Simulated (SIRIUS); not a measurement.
# Si2W (I4/mmm) in SIRIUS: notebook

The runs below take Si2W through single point, with PBE.

Program: SIRIUS 7.10.0. These are calculated values, not measurements. Logs are shortened: lines on timing, memory, paths and dates and some standing lists are left out, and cuts for length are marked. The log counts tension as positive stress, the text compression.

## 1. The crystal as given

It takes space group I4/mmm (No. 139, tetragonal). The conventional cell has a = 3.214 Å, b = 3.214 Å, c = 7.830 Å, α = 90.00°, β = 90.00°, γ = 90.00°. W (site symmetry 4/mmm) has 10 Si at 2.62 Å as nearest neighbours. Si (site symmetry 4mm) has 5 Si at 2.59 to 2.63 Å and 5 W at 2.62 Å as nearest neighbours.

## 2. Single point, PBE

sirius.json

```json
{
  "control": {
    "processing_unit": "cpu",
    "verbosity": 2,
    "num_bands_to_print": 19,
    "print_forces": true,
    "print_stress": true
  },
  "parameters": {
    "electronic_structure_method": "pseudopotential",
    "xc_functionals": ["XC_GGA_X_PBE", "XC_GGA_C_PBE"],
    "gk_cutoff": 8.7,
    "pw_cutoff": 17.4,
    "ngridk": [8, 8, 8],
    "shiftk": [0, 0, 0],
    "smearing": "fermi_dirac",
    "smearing_width": 0.0018374661,
    "num_bands": 19,
    "num_mag_dims": 0,
    "num_dft_iter": 100,
    "energy_tol": 1e-08,
    "density_tol": 1e-06
  },
  "iterative_solver": {
    "type": "davidson",
    "min_tolerance": 1e-09,
    "tolerance_scale": [0.1, 0.25]
  },
  "mixer": {
    "type": "anderson",
    "beta": 0.7,
    "max_history": 8
  },
  "settings": {
    "tol_ne": 1e-10,
    "pseudo_grid_cutoff": 6.5
  },
  "unit_cell": {
    "lattice_vectors": [
      [-3.036600909661, 3.036600909661, 7.398183291604],
      [3.036600909661, -3.036600909661, 7.398183291604],
      [3.036600909661, 3.036600909661, -7.398183291604]
    ],
    "atom_coordinate_units": "lattice",
    "atom_types": ["W", "Si"],
    "atom_files": {
      "Si": "Si.json",
      "W": "W.json"
    },
    "atoms": {
      "W": [
        [0.0, 0.0, 0.0]
      ],
      "Si": [
        [0.6653, 0.6653, 0.0],
        [0.3347, 0.3347, 0.0]
      ]
    }
  }
}
```

Potentials or basis: PseudoDojo 0.4.1 PBE standard (scalar relativistic).

The run is started by

```console
> upf_to_json Si.upf
> upf_to_json W.upf
> OMP_NUM_THREADS=1 sirius.scf --input=sirius.json --output=out.json --task=0
```

The log of the run:

```text
[info] SIRIUS version : 7.10.0
[info] number of MPI ranks           : 1
[info] MPI grid                      : 1 1
[info] maximum number of OMP threads : 1
[fft] FFT context for density and potential
[fft] =====================================
[fft]   comm size                             : 1
[fft]   plane wave cutoff                     : 17.4
[fft]   grid size                             : 50 50 50   total : 125000
[fft]   grid limits                           : -24 25   -24 25   -24 25
[fft]   number of G-vectors within the cutoff : 12147
[fft]   local number of G-vectors             : 12147
[fft]   number of G-shells                    : 1789
[fft] FFT context for coarse grid
[fft] =====================================
[fft]   comm size                             : 1
[fft]   plane wave cutoff                     : 17.4
[fft]   grid size                             : 50 50 50   total : 125000
[fft]   grid limits                           : -24 25   -24 25   -24 25
[fft]   number of G-vectors within the cutoff : 12147
[fft]   local number of G-vectors             : 12147
[fft]   number of G-shells                    : 1789
[unit cell] lattice vectors
[unit cell]   a1 :      -3.0366009097      3.0366009097      7.3981832916
[unit cell]   a2 :       3.0366009097     -3.0366009097      7.3981832916
[unit cell]   a3 :       3.0366009097      3.0366009097     -7.3981832916
[unit cell] reciprocal lattice vectors
[unit cell]   b1 :      -0.0000000000      1.0345754174      0.4246437983
[unit cell]   b2 :       1.0345754174     -0.0000000000      0.4246437983
[unit cell]   b3 :       1.0345754174      1.0345754174     -0.0000000000
[unit cell] unit cell volume :       272.87296743 [a.u.^3]
[unit cell] 1/sqrt(omega)    :         0.06053684
[unit cell] MT volume        :         0.00000000 ( 0.00%)
[unit cell] IT volume        :       272.87296743 (100.00%)
[unit cell] number of atom types : 2
[unit cell] type id : 0 symbol :  W mt_radius :  13.950000 num_atoms : 1
[unit cell] type id : 1 symbol : Si mt_radius :  15.090000 num_atoms : 2
[unit cell] total number of atoms : 3
[unit cell] number of symmetry classes : 2
[unit cell] number of PAW atoms : 0
[unit cell] atom id  type id  class id             position                      vector_field
[unit cell] ------------------------------------------------------------------------------------------
[unit cell]      0        0        0      0.00000   0.00000   0.00000      0.00000   0.00000   0.00000
[unit cell]      1        1        1      0.66530   0.66530   0.00000      0.00000   0.00000   0.00000
[unit cell]      2        1        1      0.33470   0.33470   0.00000      0.00000   0.00000   0.00000
[unit cell] atom id         position (Cartesian, a.u.)
[unit cell] ---------------------------------------------
[unit cell]      0       0.000000    0.000000    0.000000
[unit cell]      1      -0.000000    0.000000    9.844023
[unit cell]      2       0.000000   -0.000000    4.952344
[unit cell] class id : 0 atom id : 0
[unit cell] class id : 1 atom id : 1 2
[unit cell] minimum bond length:     4.891679
[unit cell] total number of pseudo wave-functions: 18
[sym] space group number   : 139
[sym] international symbol : I4/mmm
[sym] Hall symbol          : -I 4 2
[sym] space group transformation matrix :
[sym]  -0.5000  0.5000  0.5000
[sym]   0.5000 -0.5000  0.5000
[sym]   0.5000  0.5000 -0.5000
[sym] space group origin shift :
[sym]   0.0000  0.0000  0.0000
[sym] number of space group operations  : 16
[sym] number of magnetic group operations : 16
[sym] metric tensor error: 0.0000e+00
[sym] rotation matrix error: 3.3307e-16
[sym] symmetry operations
[... list of symmetry operations ...]
[atom type] label          : W
[atom type] --------------------------------------------------------------------------------
[atom type] symbol         : W
[... 253 lines left out ...]
[find] Efermi                         :       0.61110844
[find] iteration : 8, RMS : 3.416261107285e-07, energy difference : -1.313665620728e-07
[find] Hartree energy of density residual : 3.018885218132e-11
[find] | SCF iteration   9 out of 100|
[diagonalize] iterative solver tolerance (occupied, empty): 9.07781e-09 9.07781e-09
[diagonalize] average number of iterations: 3.66102
[find] Total energy                   :     -84.35241982 (Ha),    -168.70483965 (Ry)
[find] Free energy (E-TS)             :     -84.35250974 (Ha),    -168.70501948 (Ry)
[find] band gap (eV)                  :       0.00000000
[find] Efermi                         :       0.61110796
[find] iteration : 9, RMS : 1.672722802221e-07, energy difference : -3.881811494466e-08
[find] Hartree energy of density residual : 1.913954284801e-12
[find] bands are converged : false
[find] iterative solver converged : false
[find] +------------------------------+
[find] | SCF iteration  10 out of 100|
[find] +------------------------------+
[diagonalize] iterative solver tolerance (occupied, empty): 2.26945e-09 2.26945e-09
[diagonalize] average number of iterations: 3.98305
[diagonalize] Lowest band energies
[diagonalize] ik:    0   -2.099987   -0.786643   -0.785412   -0.785412    0.097089    0.362730    0.477138    0.492927    0.510096    0.510096    0.637470    0.715225    0.722653    0.727480    0.727480    0.784593    0.823854    0.823854    0.932459
[diagonalize] ik:    1   -2.099946   -0.786607   -0.786545   -0.785304    0.107998    0.363057    0.449512    0.491891    0.517342    0.519835    0.603233    0.686157    0.703242    0.752014    0.765417    0.794077    0.827326    0.858623    0.976816
[diagonalize] ik:    2   -2.099848   -0.789431   -0.786340   -0.785044    0.139524    0.352137    0.415831    0.474101    0.525113    0.533259    0.564583    0.661336    0.695027    0.775303    0.783880    0.814767    0.870515    0.931171    0.944740
[diagonalize] ik:    3   -2.099749   -0.792225   -0.786124   -0.784783    0.188176    0.308590    0.407316    0.444350    0.519098    0.521037    0.579266    0.686671    0.722312    0.741993    0.783786    0.817820    0.871865    0.907828    0.957825
[diagonalize] ik:    4   -2.099709   -0.793371   -0.786034   -0.784674    0.244510    0.251650    0.403679    0.435993    0.511964    0.513285    0.598745    0.714393    0.717006    0.759325    0.777110    0.802013    0.850964    0.860943    0.975483
[diagonalize] ...
[diagonalize] ik:   54   -2.099845   -0.789454   -0.786722   -0.785072    0.204345    0.248622    0.386345    0.512231    0.539202    0.552228    0.605839    0.630383    0.687848    0.736572    0.825068    0.832782    0.837578    0.877714    0.981128
[diagonalize] ik:   55   -2.099902   -0.786961   -0.786563   -0.786468    0.192557    0.229346    0.456448    0.470531    0.568680    0.576194    0.592305    0.598327    0.662141    0.814945    0.825702    0.840561    0.851816    0.852441    0.945392
[diagonalize] ik:   56   -2.099942   -0.787095   -0.786634   -0.785344    0.176717    0.230922    0.454707    0.507449    0.562694    0.568366    0.601644    0.611493    0.661604    0.767951    0.804626    0.844765    0.882525    0.902857    0.932013
[diagonalize] ik:   57   -2.099982   -0.787183   -0.785452   -0.785452    0.152457    0.243640    0.476203    0.524557    0.555906    0.555906    0.630157    0.630157    0.643055    0.715001    0.812256    0.845746    0.901947    0.901947    0.926315
[diagonalize] ik:   58   -2.099982   -0.787275   -0.785458   -0.785458    0.180526    0.209203    0.473758    0.519976    0.583554    0.583554    0.596415    0.596415    0.644059    0.780305    0.793413    0.841045    0.904709    0.932698    0.956959
[find] Charges and magnetic moments
[find] --------------------------------------------------------------------------------
[find] total charge          : 22.000000
[find] Energy
[find] --------------------------------------------------------------------------------
[find] valence_eval_sum               :      -2.98248414
[find] <rho|V^{XC}>                   :     -14.90107918
[find] <rho|E^{XC}>                   :     -19.85530172
[find] <mag|B^{XC}>                   :       0.00000000
[find] <rho|V^{H}>                    :      27.55426404
[find] one-electron contribution      :     -15.63566900 (Ha),     -31.27133799 (Ry)
[find] hartree contribution           :      13.77713202
[find] xc contribution                :     -19.85530172
[find] ewald contribution             :     -62.63858113
[find] PAW contribution               :       0.00000000
[find] smearing (-TS)                 :      -0.00008992
[find] SCF correction                 :      -0.00000000
[find] Total energy                   :     -84.35241983 (Ha),    -168.70483966 (Ry)
[find] Free energy (E-TS)             :     -84.35250975 (Ha),    -168.70501949 (Ry)
[find] band gap (eV)                  :       0.00000000
[find] Efermi                         :       0.61110805
[find] iteration : 10, RMS : 4.364272786582e-08, energy difference : -7.270827495631e-09
[find] Hartree energy of density residual : 1.886207290790e-13
[find] bands are converged : false
[find] iterative solver converged : true
[find] converged after 11 SCF iterations!
[find] Charges and magnetic moments
[find] --------------------------------------------------------------------------------
[find] total charge          : 22.000000
[find] Energy
[find] --------------------------------------------------------------------------------
[find] valence_eval_sum               :      -2.98248414
[find] <rho|V^{XC}>                   :     -14.90107918
[find] <rho|E^{XC}>                   :     -19.85530172
[find] <mag|B^{XC}>                   :       0.00000000
[find] <rho|V^{H}>                    :      27.55426404
[find] one-electron contribution      :     -15.63566900 (Ha),     -31.27133799 (Ry)
[find] hartree contribution           :      13.77713202
[find] xc contribution                :     -19.85530172
[find] ewald contribution             :     -62.63858113
[find] PAW contribution               :       0.00000000
[find] smearing (-TS)                 :      -0.00008992
[find] SCF correction                 :      -0.00000000
[find] Total energy                   :     -84.35241983 (Ha),    -168.70483966 (Ry)
[find] Free energy (E-TS)             :     -84.35250975 (Ha),    -168.70501949 (Ry)
[find] band gap (eV)                  :       0.00000000
[find] Efermi                         :       0.61110805
[ground_state] === stress tensor components [kbar] ===
[ground_state] === stress_kin ===
[ground_state] -17084.973572    0.000000    0.000000
[ground_state]     0.000000-17084.973572    0.000000
[ground_state]     0.000000    0.000000-17127.224990
[ground_state] === stress_har ===
[ground_state] -6313.975370    0.000000    0.000000
[ground_state]     0.000000-6313.975370    0.000000
[ground_state]     0.000000    0.000000-2226.476540
[ground_state] === stress_ewald ===
[ground_state] 21036.639276   -0.000000   -0.000000
[ground_state]    -0.00000021036.639276   -0.000000
[ground_state]    -0.000000   -0.00000025463.291969
[ground_state] === stress_vloc ===
[ground_state] 15788.458534   -0.000000   -0.000000
[ground_state]    -0.00000015788.458534   -0.000000
[ground_state]    -0.000000   -0.000000 7377.140156
[ground_state] === stress_xc ===
[ground_state] -5179.675272    0.000000    0.000000
[ground_state]     0.000000-5179.675272    0.000000
[ground_state]     0.000000    0.000000-5185.724846
[ground_state] === stress_core ===
[ground_state] 10247.104456   -0.000000   -0.000000
[ground_state]    -0.00000010247.104456   -0.000000
[ground_state]    -0.000000   -0.00000010254.096794
[ground_state] === stress_nonloc ===
[ground_state] -18526.590886    0.000000    0.000000
[ground_state]     0.000000-18526.590886    0.000000
[ground_state]     0.000000    0.000000-18588.932932
[ground_state] === stress_us_nl ===
[ground_state] -18526.590886    0.000000    0.000000
[ground_state]     0.000000-18526.590886    0.000000
[ground_state]     0.000000    0.000000-18588.932932
[ground_state] === stress_total ===
[ground_state]   -33.012833   -0.000000   -0.000000
[ground_state]    -0.000000  -33.012833    0.000000
[ground_state]    -0.000000    0.000000  -33.830389
[ground_state] ==== total Forces in Ha/bohr =====
[ground_state] atom:    0, force:       0.0000000      0.0000000      0.0000000
[ground_state] atom:    1, force:      -0.0000000     -0.0000000      0.0005607
[ground_state] atom:    2, force:      -0.0000000      0.0000000     -0.0005607
[ground_state] ==== ultrasoft contribution from Qij =====
[ground_state] atom:    0, force:       0.0000000      0.0000000      0.0000000
[ground_state] atom:    1, force:       0.0000000      0.0000000      0.0000000
[ground_state] atom:    2, force:       0.0000000      0.0000000      0.0000000
[ground_state] ==== non-local contribution from Beta-projector =====
[ground_state] atom:    0, force:       0.0000000      0.0000000      0.0000000
[ground_state] atom:    1, force:       0.0000000     -0.0000000     -0.0011305
[ground_state] atom:    2, force:       0.0000000      0.0000000      0.0011305
[ground_state] ==== contribution from local potential =====
[ground_state] atom:    0, force:       0.0000000      0.0000000      0.0000000
[ground_state] atom:    1, force:       0.0000000      0.0000000     -0.7401171
[ground_state] atom:    2, force:       0.0000000     -0.0000000      0.7401171
[ground_state] ==== contribution from core density =====
[ground_state] atom:    0, force:       0.0000000      0.0000000      0.0000000
[ground_state] atom:    1, force:      -0.0000000     -0.0000000     -0.0004793
[ground_state] atom:    2, force:       0.0000000      0.0000000      0.0004793
[ground_state] ==== Ewald forces from ions =====
[ground_state] atom:    0, force:       0.0000000      0.0000000      0.0000000
[ground_state] atom:    1, force:      -0.0000000      0.0000000      0.7422876
[ground_state] atom:    2, force:      -0.0000000      0.0000000     -0.7422876
[~DFT_ground_state] local op. applied: 30036
[~DFT_ground_state] evp. work count: 6482.56
[~DFT_ground_state] number of iterative solver steps: 2372
```

Wall time 1.9 min (1 thread of Arm Neoverse V2, shared host); peak memory 0.61 GiB.

What came out:

* Free energy: -2295.3487 eV
* Pressure: 3.3 GPa
* Largest force: 0.029 eV/Å
* Band gap on the k mesh: none (metal or under the smearing width)

Forces in eV/Å, atoms in the order of the input:
```
W    0.000  0.000  0.000
Si   0.000  0.000  0.029
Si   0.000  0.000 -0.029
```

(Continued in part 2 of 2.)
